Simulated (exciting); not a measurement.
Here is an exciting (release sodium) calculation.

The input input.xml:

```xml
<input>
  <title>BAs</title>
  <structure speciespath="./" tshift="false">
    <crystal scale="1">
      <basevect>0.000000000000 4.513610848669 4.513610848669</basevect>
      <basevect>4.513610848669 0.000000000000 4.513610848669</basevect>
      <basevect>4.513610848669 4.513610848669 0.000000000000</basevect>
    </crystal>
    <species speciesfile="As.xml" rmt="2">
      <atom coord="0.750000000000 0.750000000000 0.750000000000"/>
    </species>
    <species speciesfile="B.xml" rmt="1.45">
      <atom coord="0.000000000000 0.000000000000 0.000000000000"/>
    </species>
  </structure>
  <groundstate do="fromscratch" ngridk="6 6 6" rgkmax="5.5" gmaxvr="14" lmaxapw="10" lmaxmat="10" lmaxvr="8" xctype="GGA_PBE" stype="Gaussian" swidth="0.00018375" nempty="10" ValenceRelativity="iora*" epsengy="1e-05" epspot="1e-05" maxscl="60" outputlevel="normal"/>
  <xs xstype="TDDFT" ngridk="7 7 7" vkloff="0.097 0.273 0.493" nempty="30" gqmax="2" broad="0.007" tevout="true">
    <energywindow intv="0 0.7" points="250"/>
    <tddft fxctype="LRCstatic" alphalrc="0.1"/>
    <qpointset>
      <qpoint>0 0 0</qpoint>
    </qpointset>
  </xs>
</input>
```

Potentials or basis: all-electron LAPW+lo, shipped species files, valence relativity iora*.

The run is started by

```console
$ OMP_NUM_THREADS=1 exciting_smp
```

What does it give for the band gap on the k mesh?

1.29 eV, indirect (least direct gap 3.28 eV).

Dielectric function (mean over the directions given):
```tsv
energy (eV)	real part	imaginary part
0.30	10.01	0.04
0.91	10.26	0.12
1.52	10.80	0.23
2.21	11.96	0.45
2.82	13.98	0.96
3.50	17.95	5.04
4.11	17.57	11.21
4.80	13.52	17.61
5.41	9.47	24.75
6.10	-5.41	15.70
6.70	-6.15	11.85
7.31	-6.13	9.26
8.00	-5.77	5.39
8.61	-4.58	3.80
9.30	-3.43	3.08
9.90	-3.05	2.49
10.59	-2.43	1.81
11.20	-2.06	1.88
11.89	-1.80	1.44
12.50	-1.39	1.28
13.11	-1.30	1.13
13.79	-1.08	0.94
14.40	-0.91	0.84
15.09	-0.76	0.74
15.70	-0.62	0.64
16.38	-0.50	0.55
16.99	-0.40	0.54
17.68	-0.29	0.44
18.29	-0.18	0.43
18.97	-0.08	0.40
```

Caveat: the kernel's parameter is a trial value, not fitted to this crystal; spectra need much finer meshes, so this one isn't converged. A k mesh can miss the band edges.
